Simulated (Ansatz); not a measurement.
# SnO2 monolayer (2H) under uniaxial strain along a, the zigzag direction, with the width clamped

Aim: how do the optical modes of SnO2 monolayer (2H) shift and split under this strain?

Method: DFT PBE, scalar-relativistic, plane waves, PAW; PAW set soft_1, in Ansatz 0.2.0.

## 1. Starting point

The cell holds 3 atoms: 1 Sn and 2 O. Its edges and angles: a = 3.320 Å, b = 3.320 Å, c = 28.700 Å, α = 90.0°, β = 90.0°, γ = 120.0°. Vacuum lies along c. The height across the vacuum is the one that the program set for its solve, not the one typed.

## 2. Relaxation

Harmonic phonons are second derivatives at a point where the forces vanish, and they are wanted at zero stress, so atoms and cell are relaxed first. The program lengthens the typed cell of 20.0 Å along the normal to 28.7 Å, as its cut-off of the electrostatics needs, and moves no atom.

The input, input.yaml:

```yaml
crystal:
  lattice:
    - [3.32, 0.0, 0.0]
    - [-1.66, 2.8752, 0.0]
    - [0.0, 0.0, 20.0]
  atoms:
    - { symbol: Sn, position: [0.333333, 0.666667, 0.5] }
    - { symbol: O, position: [0.666667, 0.333333, 0.56125] }
    - { symbol: O, position: [0.666667, 0.333333, 0.43875] }
  periodic: [true, true, false]
kpoints:
  mp_grid: { grid: [15, 15, 1] }
hamiltonian:
  xc: pbe
  pseudopotentials: { kind: paw, azcp: { folder: soft_1 } }
scf:
  occupations: { method: gaussian, width: 0.1 }
output:
  forces: true
  stress: true
  eigenvalues: true
  write_density: true
  write_potential: true
  elf: true
  volumetric_format: npy
relax:
  adjacent_minimum: "off"
  f_tol: 0.005
  max_steps: 80
  cell: { stress_2d_tol: 0.02 }
```

On the command line:

```console
$ ansatz run input.yaml --threads 4 --pin off --max-ram 16384MiB --backend cpu --events-out ev --progress --plain --runs-dir out
```

Numbers of over 12 decimals in the logs are rounded to 6 here.

Log:

```text
Warning: crystal.periodic: the lattice vector that does not repeat stood 0.000° off the slab's normal, 20.000 Å along it as the deck builds it. The run solves the slab on a vector along the normal, 28.700 Å long, with every atom where it was (on the deck's vector they left 17.55 Å outside them, and the widest stretch free of ions among them is 1.23 Å). A fractional position that the run reports is one of the run's ce [...]
Warning: the atoms were moved onto the symmetric positions of the space group found under crystal.symmetry.tolerance 1.0e-5 (fractional; no operation is sought that the atoms, as they stand in a round, miss by more than twice it, and no atom is moved by as much as it), and the run uses the moved positions. Before a round's move an operation carried an atom to 4.43e-6 Å from where it should land, the largest such dist [...]
crystal.periodic: the lattice vector that does not repeat stood 0.000° off the slab's normal, 20.000 Å along it as the deck builds it. The run solves the slab on a vector along the normal, 28.700 Å long, with every atom where it was (on the deck's vector they left 17.55 Å outside them, and the widest stretch free of ions among them is 1.23 Å). A fractional position that the run reports is one of the run's cell, which [...]
Engine: ansatz 0.2.0, aarch64-unknown-linux-gnu
Pseudopotentials: kind: paw
Pseudopotential: Sn, paw, valence charge 14, recommended cutoff 420 eV (normal), soft_1/Sn.paw.azcp
Pseudopotential: O, paw, valence charge 6, recommended cutoff 420 eV (normal), soft_1/O.paw.azcp
Functional definition: PBE
  parameter kappa = 0.804
  parameter beta = 0.066725
  exchange = pbe_x(kappa = kappa, mu = beta*pi^2/3)
  correlation = pbe_c(beta = beta)
Crystal: 3 atoms, lattice volume = 273.961 Å³
Basis set: ecut = 420 eV, 5447 PW (Γ), exchange–correlation on 48×48×384 points (8 copies of the dense FFT grid, shifted against one another)
Bands: 17, of which v1, the nominal top of the filled ones, is band 13 counted from 1 (12 counted from 0)
Symmetry: 12 space group operations
Space group: P-6m2 (ITA 187), of the structure as read, at distance tolerance 6.5e-5 Å
k-points: 27 of 225 (time reversal used)
Non-local potential: Sn, projectors of the file, l = 0: 2, l = 1: 2, l = 2: 2, l = 3: 1
Non-local potential: O, projectors of the file, l = 0: 2, l = 1: 2, l = 2: 1
PAW form: soft (Blöchl's): semilocal exchange-correlation on the pseudo side does not see the compensation charge
PAW one-centre angular grid: Sn, 590 points (default); XC on 64 Gauss nodes
PAW one-centre angular grid: O, 110 points (default); XC on 64 Gauss nodes
Initial density: superposition of atomic densities (neutral atoms: chi_scale 0, normalization atom)
Initial wavefunctions: pseudopotential atomic-orbital guess
Functional: x = pbe(κ = 0.804, μ = 0.219515), c = pbe(β = 0.066725)
SCF iter   1: F=—  HF=-7159.805420 eV  |F-HF|=—  |Δ(HF+E_count)|=         —  Δρ=5.85e-2  dr2=1.22e1  ethr=3.10e-3  ⟨swp⟩=9.2  Hψ=3349  notcnv=0
preconditioner: auto → none  [insulator: Δε(μ)=1.614 eV  Ē_g=17.567 eV  σ=0.100 eV  W_gap=1.00  n_scr=16 (ndim 8)  ℏωp=11.4 eV  f_vac=0.800  D(μ)=0.00/eV (n_scr^D=0)  ε∞_Penn≈1.4]
SCF iter   2: F=—  HF=-7158.680015 eV  |F-HF|=—  |Δ(HF+E_count)|=    1.13e0  Δρ=5.87e-2  dr2=8.17e0  ethr=3.10e-3  ⟨swp⟩=5.6  Hψ=1832  notcnv=0
preconditioner: auto → LDOS  [insulator: Δε(μ)=0.262 eV  Ē_g=17.814 eV  σ=0.100 eV  W_gap=0.59  n_scr=16 (ndim 8)  ℏωp=11.4 eV  f_vac=0.808  D(μ)=3.30/eV (n_scr^D=12)  ε∞_Penn≈1.4  β→1.0]
SCF iter   3: F=—  HF=-7156.727032 eV  |F-HF|=—  |Δ(HF+E_count)|=    1.95e0  Δρ=6.00e-3  dr2=7.12e-2  ethr=3.10e-3  ⟨swp⟩=5.4  Hψ=1709  notcnv=0
SCF iter   4: F=—  HF=-7156.719180 eV  |F-HF|=—  |Δ(HF+E_count)|=   7.85e-3  Δρ=1.69e-3  dr2=6.96e-3  ethr=2.74e-4  ⟨swp⟩=3.6  Hψ=1236  notcnv=0
SCF iter   5: F=—  HF=-7156.717262 eV  |F-HF|=—  |Δ(HF+E_count)|=   1.92e-3  Δρ=4.18e-4  dr2=4.58e-4  ethr=2.68e-5  ⟨swp⟩=2.9  Hψ=853  notcnv=0
SCF iter   6: F=—  HF=-7156.717251 eV  |F-HF|=—  |Δ(HF+E_count)|=   1.13e-5  Δρ=1.05e-4  dr2=2.86e-5  ethr=1.76e-6  ⟨swp⟩=3.1  Hψ=1044  notcnv=0
SCF iter   7: F=—  HF=-7156.717223 eV  |F-HF|=—  |Δ(HF+E_count)|=   2.74e-5  Δρ=4.63e-5  dr2=4.86e-6  ethr=1.10e-7  ⟨swp⟩=3.0  Hψ=1033  notcnv=0
SCF iter   8: F=—  HF=-7156.717223 eV  |F-HF|=—  |Δ(HF+E_count)|=   4.26e-7  Δρ=7.85e-6  dr2=1.56e-7  ethr=1.87e-8  ⟨swp⟩=3.0  Hψ=960  notcnv=0
SCF iter   9: F=-7156.717223 eV  HF=-7156.717223 eV  |F-HF|=9.70e-9  |Δ(HF+E_count)|=   2.07e-7  Δρ=9.05e-7  dr2=1.88e-9  ethr=3.85e-10  ⟨swp⟩=21.4  Hψ=5392  notcnv=0
SCF 1 converged in 9 iterations: F = -7156.717223 eV  dr2 = 1.88e-9
  greatest PAW one-centre occupation: 0.994 electrons in one spin orbital (limit 2), on the Sn atom at site 0 (counted from 0), in its partial waves of l = 2
relax step   1: F+E_penalty+E_count = -7156.71722296 eV  Δ(F+E_penalty+E_count) = +0.000e0 eV  max|allowed force component| = 1.490e-1 eV/Å  Δτ_max = 0.0000 Å  P = -9.928 N/m  Ω = 273.961 Å³  fix = [c, alpha, beta]  reactions: c -0.000 N/m  (9 SCF iters, dr2 threshold 1.00e-7 eV, accepted)
Crystal: 3 atoms, lattice volume = 247.851 Å³
Basis set: ecut = 420 eV, 4811 PW (Γ), exchange–correlation on 48×48×384 points (8 copies of the dense FFT grid, shifted against one another)
Initial density: handed on by an earlier stage of this run
Initial wavefunctions: those handed on with the density
iter 1 solved again at ethr=1.84e-4 eV; its pass at ethr=3.10e-3 eV (dr2=4.80e-2 eV) is discarded
SCF iter   1: F=—  HF=-7157.069557 eV  |F-HF|=—  |Δ(HF+E_count)|=         —  Δρ=4.26e-3  dr2=4.82e-2  ethr=1.84e-4  ⟨swp⟩=2.3  Hψ=4120  notcnv=0
preconditioner: auto → none  [insulator: Δε(μ)=0.777 eV  Ē_g=18.174 eV  σ=0.100 eV  W_gap=1.00  n_scr=16 (ndim 8)  ℏωp=12.0 eV  f_vac=0.806  D(μ)=0.00/eV (n_scr^D=0)  ε∞_Penn≈1.4]
SCF iter   2: F=—  HF=-7157.065168 eV  |F-HF|=—  |Δ(HF+E_count)|=   4.39e-3  Δρ=3.64e-3  dr2=2.40e-2  ethr=1.84e-4  ⟨swp⟩=2.5  Hψ=837  notcnv=0
SCF iter   3: F=—  HF=-7157.059718 eV  |F-HF|=—  |Δ(HF+E_count)|=   5.45e-3  Δρ=1.17e-3  dr2=1.81e-3  ethr=9.24e-5  ⟨swp⟩=3.0  Hψ=955  notcnv=0
SCF iter   4: F=—  HF=-7157.059666 eV  |F-HF|=—  |Δ(HF+E_count)|=   5.21e-5  Δρ=2.37e-4  dr2=4.96e-5  ethr=6.95e-6  ⟨swp⟩=3.1  Hψ=1091  notcnv=0
SCF iter   5: F=—  HF=-7157.059689 eV  |F-HF|=—  |Δ(HF+E_count)|=   2.31e-5  Δρ=3.72e-5  dr2=1.60e-6  ethr=1.91e-7  ⟨swp⟩=3.8  Hψ=1115  notcnv=0
SCF iter   6: F=-7157.059690 eV  HF=-7157.059690 eV  |F-HF|=1.62e-7  |Δ(HF+E_count)|=   1.24e-6  Δρ=1.16e-5  dr2=1.20e-7  ethr=1.15e-9  ⟨swp⟩=23.3  Hψ=6114  notcnv=0
SCF 2 converged in 6 iterations: F = -7157.059690 eV  dr2 = 1.20e-7
[...]
SCF iter   6: F=—  HF=-7156.528005 eV  |F-HF|=—  |Δ(HF+E_count)|=   7.63e-5  Δρ=4.28e-5  dr2=3.00e-6  ethr=3.03e-7  ⟨swp⟩=3.0  Hψ=961  notcnv=0
SCF iter   7: F=-7156.528004 eV  HF=-7156.528004 eV  |F-HF|=1.43e-7  |Δ(HF+E_count)|=   7.30e-7  Δρ=7.37e-6  dr2=8.79e-8  ethr=1.15e-9  ⟨swp⟩=26.7  Hψ=7291  notcnv=0
SCF 3 converged in 7 iterations: F = -7156.528004 eV  dr2 = 8.79e-8
  greatest PAW one-centre occupation: 0.996 electrons in one spin orbital (limit 2), on the Sn atom at site 0 (counted from 0), in its partial waves of l = 2
relax step   3: F+E_penalty+E_count = -7156.52800398 eV  Δ(F+E_penalty+E_count) = +5.317e-1 eV  max|allowed force component| = 4.001e0 eV/Å  Δτ_max = 0.1730 Å  P = +12.302 N/m  Ω = 223.069 Å³  energy of the carried Pulay correction = +1.660e-2 eV  fix = [c, alpha, beta]  (7 SCF iters, dr2 threshold 3.00e-7 eV, rejected (line search))
[...]
relax step   4: F+E_penalty+E_count = -7157.15446229 eV  Δ(F+E_penalty+E_count) = -9.477e-2 eV  max|allowed force component| = 2.212e-1 eV/Å  Δτ_max = 0.0615 Å  P = -0.318 N/m  Ω = 240.433 Å³  energy of the carried Pulay correction = +1.057e-2 eV  fix = [c, alpha, beta]  reactions: c -0.000 N/m  (11 SCF iters, accepted)
[...]
relax step   5: F+E_penalty+E_count = -7157.15745780 eV  Δ(F+E_penalty+E_count) = -2.996e-3 eV  max|allowed force component| = 7.181e-3 eV/Å  Δτ_max = 0.0100 Å  P = +0.068 N/m  Ω = 239.250 Å³  energy of the carried Pulay correction = +1.096e-2 eV  fix = [c, alpha, beta]  reactions: c +0.000 N/m  (5 SCF iters, dr2 threshold 3.00e-7 eV, accepted)
[...]
relax step   6: F+E_penalty+E_count = -7157.15743184 eV  Δ(F+E_penalty+E_count) = +2.597e-5 eV  max|allowed force component| = 3.786e-4 eV/Å  Δτ_max = 0.0002 Å  P = +0.016 N/m  Ω = 239.363 Å³  energy of the carried Pulay correction = +1.093e-2 eV  fix = [c, alpha, beta]  reactions: c +0.000 N/m  (5 SCF iters, dr2 threshold 7.40e-9 eV, accepted)
[...]
relax step   7: F+E_penalty+E_count = -7157.15278171 eV  Δ(F+E_penalty+E_count) = +4.650e-3 eV  max|allowed force component| = 7.446e-4 eV/Å  Δτ_max = 0.0000 Å  P = -0.122 N/m  Ω = 239.363 Å³  fix = [c, alpha, beta]  reactions: c -0.000 N/m  stress off target by 1.22e-1 N/m on what of the cell is left free  SCF on the basis re-selected at this cell (its energy is not comparable with the rows above)  (8 SCF iters)
[...]
relax step   8: F+E_penalty+E_count = -7157.15291391 eV  Δ(F+E_penalty+E_count) = -1.322e-4 eV  max|allowed force component| = 3.331e-4 eV/Å  Δτ_max = 0.0001 Å  P = -0.003 N/m  Ω = 239.088 Å³  energy of the carried Pulay correction = +9.517e-5 eV  fix = [c, alpha, beta]  reactions: c -0.000 N/m  (4 SCF iters, dr2 threshold 2.39e-8 eV, accepted)
iter 1 solved again at ethr=1.16e-7 eV; its pass at ethr=3.10e-3 eV (dr2=3.02e-5 eV) is discarded
SCF iter   1: F=—  HF=-7157.152772 eV  |F-HF|=—  |Δ(HF+E_count)|=         —  Δρ=4.68e-6  dr2=1.22e-8  ethr=1.16e-7  ⟨swp⟩=6.9  Hψ=6612  notcnv=0
eigensolver tolerance schedule: the retry pair's looser diagonalisation over-reported the residual by 2466.82 of it (diagonalisation noise at 0.10 of the residual, at the tolerance the schedule requests for it); recorded, not acted on — ethr = c·dr2/N_el stays at c = 1.0e-1
preconditioner: auto → none  [insulator: Δε(μ)=0.650 eV  Ē_g=18.663 eV  σ=0.100 eV  W_gap=1.00  n_scr=16 (ndim 8)  ℏωp=12.2 eV  f_vac=0.810  D(μ)=0.00/eV (n_scr^D=0)  ε∞_Penn≈1.4]
SCF iter   2: F=—  HF=-7157.152803 eV  |F-HF|=—  |Δ(HF+E_count)|=   3.07e-5  Δρ=1.98e-6  dr2=3.44e-9  ethr=4.71e-11  ⟨swp⟩=5.3  Hψ=1601  notcnv=0
SCF iter   3: F=—  HF=-7157.152803 eV  |F-HF|=—  |Δ(HF+E_count)|=   1.39e-9  Δρ=7.77e-7  dr2=4.65e-10  ethr=1.32e-11  ⟨swp⟩=3.3  Hψ=818  notcnv=0
SCF iter   4: F=—  HF=-7157.152803 eV  |F-HF|=—  |Δ(HF+E_count)|=  1.82e-10  Δρ=2.08e-7  dr2=1.08e-10  ethr=1.79e-12  ⟨swp⟩=3.3  Hψ=956  notcnv=0
SCF iter   5: F=—  HF=-7157.152803 eV  |F-HF|=—  |Δ(HF+E_count)|=  3.64e-12  Δρ=8.81e-8  dr2=1.36e-11  ethr=1.00e-12  ⟨swp⟩=1.9  Hψ=666  notcnv=0
SCF iter   6: F=-7157.152803 eV  HF=-7157.152803 eV  |F-HF|=5.46e-12  |Δ(HF+E_count)|=    0.00e0  Δρ=3.66e-8  dr2=2.08e-12  ethr=1.00e-12  ⟨swp⟩=16.6  Hψ=4111  notcnv=0
SCF 9 converged in 6 iterations: F = -7157.152803 eV  dr2 = 2.08e-12
relax step   9: F+E_penalty+E_count = -7157.15280276 eV  Δ(F+E_penalty+E_count) = +1.112e-4 eV  max|allowed force component| = 3.937e-4 eV/Å  Δτ_max = 0.0000 Å  P = -0.005 N/m  Ω = 239.088 Å³  fix = [c, alpha, beta]  reactions: c -0.000 N/m  stress off target by 4.76e-3 N/m on what of the cell is left free  SCF on the basis re-selected at this cell (its energy is not comparable with the rows above)  (6 SCF iters)
basis re-selected at this cell: Δ(F+E_penalty+E_count) = +1.112e-4 eV, ΔP = -0.002 N/m vs the last step (what re-selecting the basis moved, of the pressure what is left beyond the Pulay correction that the steps carried, after the strain that the cell walked since its last selection, with what the two solves' SCF thresholds leave and, on support functions, any second-order correction that the steps lacked; it is no m [...]
WARN: The output density's exchange-correlation potential varies sharply where the density is thin. Do not read a vacuum level from v_tot or v_xc, or from such a field of the output density. On a cell that repeats whose density bears no net charge and no dipole along the vacuum's axis use v_es (v_loc + v_h of the components); under efield.dipole_correction with no amplitude use v_es + v_field, which holds any externa [...]
SCF converged after 6 iterations
Free energy (F): -7157.152803 eV
Harris-Foulkes:  -7157.152803 eV  (|F-HF|=5.46e-12)
Internal energy: -7157.152803 eV  (E = F + TS)
E sigma→0 (E₀):  -7157.152803 eV
Entropy (-TS):   -0.000000 eV (-0.000 meV/atom)
Fermi energy:    -8.110174 eV
--- Per-component energies (eV) ---
  E_band       = -525.917025
  E_kinetic    = 503.439749
  E_local      = -46079.604720  (includes V_loc(G=0)·N_el)
  E_nonlocal   = 249.414224
  E_hartree    = 22737.435717
  E_xc         = -267.488480
  E_vxc        = -261.181817  (∫ρ·V_xc dr)
  E_paw        = -4696.752418  (= ΣΔE_a)
  E_vpaw       = -412.857595  (= ΣTr[D̂ρ^β])
  E_aug_tail   = 0.001687  (compensation charges beyond the density's cutoff)
  E_ewald      = 20396.401439
  E_smearing   = -0.000000  (= −TS)
  E_closure    = -0.000000  (closes the sum)
  Σ components = -7157.152803   (vs F -7157.152803, Δ=0.00e0)
--- Forces (eV/Å), atoms counted from 1 ---
  atom   1  Sn     0.00000000     0.00000000     0.00000000
  atom   2  O      0.00000000    -0.00000000    -0.00039368
  atom   3  O      0.00000000    -0.00000000     0.00039368
  max |Σ_I F_I| component: 1.85e-17 eV/Å
--- 2D stress c σ (N/m, compression-positive) ---
       -0.004755       0.000000       0.000000
        0.000000      -0.004755       0.000000
        0.000000       0.000000       0.000000
  P = ½ c Tr σ = -0.0048 N/m
--- Band table (eV; the first three rows and the last of 27) ---
  k-point 0: bands = [... 9 lower, -9.8232, -9.2641, -9.2641, -9.1263, -7.8015, -2.7604, -0.3422, -0.1031]
  k-point 1: bands = [... 9 lower, -9.8835, -9.4393, -9.2718, -9.0976, -7.5176, -2.5418, -0.2633, -0.0113]
  k-point 2: bands = [... 9 lower, -10.0514, -9.8809, -9.2936, -9.0249, -6.9339, -1.9684, -0.0517, 0.2632]
  k-point 26: bands = [... 9 lower, -11.6917, -11.4613, -10.3730, -8.4516, -3.7964, -3.6211, 1.2365, 1.9065]
--- Relaxed structure (7 steps of the walk, 6 accepted, 2 SCFs on fresh bases) ---
  F+E_penalty+E_count = -7157.15280276 eV   max|allowed force component| = 3.937e-4 eV/Å   (the final SCF, on the basis selected at the relaxed cell)
  cell:  # Å, volume = 239.0884 Å³
    - [3.101509, 0, 0.0]
    - [-1.550754, 2.685985, 0.0]
    - [0.0, 0.0, 28.700000]
  atoms:
    - { symbol: Sn, position: [0.333333, 0.666667, 0.348432] }
    - { symbol: O, position: [0.666667, 0.333333, 0.391298] }
    - { symbol: O, position: [0.666667, 0.333333, 0.305566] }
```

The job ended after 37 s (4 threads of Arm Neoverse V1, shared host; peak memory 0.57 GiB).

The steps of the relaxation:

| step | energy less that of the first step (eV) | largest force component (eV/Å) | volume (Å³) |
| --- | --- | --- | --- |
| 1 | 0.0000 | 0.1490 | 273.96 |
| 2 | -0.3425 | 1.1153 | 247.85 |
| 3 | 0.1892 | 4.0012 | 223.07 |
| 4 | -0.4372 | 0.2212 | 240.43 |
| 5 | -0.4402 | 0.0072 | 239.25 |
| 6 | -0.4402 | 0.0004 | 239.36 |
| 7* | -0.4356 | 0.0007 | 239.36 |
| 8 | -0.4357 | 0.0003 | 239.09 |
| 9* | -0.4356 | 0.0004 | 239.09 |

Relaxation steps marked * repeat the geometry before them on a plane-wave basis chosen anew for their cell, so energy and pressure can jump there. Relaxation step 3 was tried and not accepted.

Forces are held to the 12 operations that the run works with; a distortion that breaks them can't arise in this run.

| cell as run | before | after | change |
| --- | --- | --- | --- |
| a (Å) | 3.320 | 3.102 | -6.6 % |
| b (Å) | 3.320 | 3.102 | -6.6 % |

The relaxed structure:

```xyz
3
Lattice="3.1015 0.0000 0.0000 -1.5508 2.6860 0.0000 0.0000 0.0000 28.7000" Properties=species:S:1:pos:R:3
Sn    0.0000    1.7907   10.0000
O     1.5508    0.8953   11.2303
O     1.5508    0.8953    8.7697
```

This step gave:

```yaml
gap_on_the_k_mesh: 0.6501 eV
area_per_atom: 2.777 Å²
```

Electrostatic potential energy in the ac plane at fractional y = 0.333, with atoms of O within 0.2 Å of it. With pseudopotentials it is smooth inside the atoms' cores, unlike the true potential.

Ten even steps from '_' (-28 eV) to '@' (0 eV), each cell a mean:
```
@@@@@@@@@@@@@@@@@@@@@@@@@@@@@@@@
@@@@@@@@@@@@@@@@@@@@@@@@@@@@@@@@
@@@@@@@@@@@@@@@@@@@@@@@@@@@@@@@@
@@@@@@@@@@@@@@@@@@@@@@@@@@@@@@@@
@@@@@@@@@@@@@@@@@@@@@@@@@@@@@@@@
@@@@@@@@@@@@@@@@@@@@@@@@@@@@@@@@
@@@@@@@@@@@@@@@@@@@@@@@@@@@@@@@@
@@@@@@@@@@@@@@@@@@@@@@@@@@@@@@@@
@@@@@@@@@@@@@@@@@@@@@@@@@@@@@@@@
@@@@@@@@@@@@@@@@@@@@@@@@@@@@@@@@
@@@@@@@@@@@@@@@@@@@@@@@@@@@@@@@@
@@@@@@@@@@@@@@@@@@@@@@@@@@@@@@@@
@@@@@@@@@@@@@@@@@@@@@@@@@@@@@@@@
@@@@@@@@@@@@@@@@@@@@@@@@@@@@@@@@
##############**..__________==##
--..____..::==++**************++
######**######++..__________==##
@@@@@@@@@@@@@@@@@@%%%%%%%%@@@@@@
@@@@@@@@@@@@@@@@@@@@@@@@@@@@@@@@
@@@@@@@@@@@@@@@@@@@@@@@@@@@@@@@@
@@@@@@@@@@@@@@@@@@@@@@@@@@@@@@@@
@@@@@@@@@@@@@@@@@@@@@@@@@@@@@@@@
@@@@@@@@@@@@@@@@@@@@@@@@@@@@@@@@
@@@@@@@@@@@@@@@@@@@@@@@@@@@@@@@@
```
Columns run along a (3.1 Å; values clipped at the 3rd and 97th percentile), rows up along c (28.7 Å). Atoms in or near the plane, at fractional coordinates: O at (0.67, 0.39), O at (0.67, 0.31).

ELF in the ac plane at fractional y = 0.333, with atoms of O within 0.2 Å of it. It is the smooth field of the valence electrons, not physical close to the nuclei.

Ten even steps from '_' (0.00) to '@' (0.81), each cell a mean:
```
________________________________
________________________________
________________________________
________________________________
________________________________
________________________________
________________________________
________________________________
________________________________
________________________________
________________________________
________________________________
________________________________
..________..::==++**####****==--
==::......--##@@@@@@%%##@@@@@@%%
::::::::::::::--============--::
==::......--**@@@@@@####%%@@@@##
..________..--++**##%%%%####++==
________________________________
________________________________
________________________________
________________________________
________________________________
________________________________
```
Columns run along a (3.1 Å), rows up along c (28.7 Å). Atoms in or near the plane, at fractional coordinates: O at (0.67, 0.39), O at (0.67, 0.31).

(Continued in part 2 of 3.)

[Logs are printed without paths, hosts, clocks, repeated set-up lines and the standing remarks that a program may print on its own settings, such as how far it seeks lower states.]

[Hosts, paths, dates, database ids (printed as entryN), source tags and the programs' standing remarks are cut or masked in the printed files.]
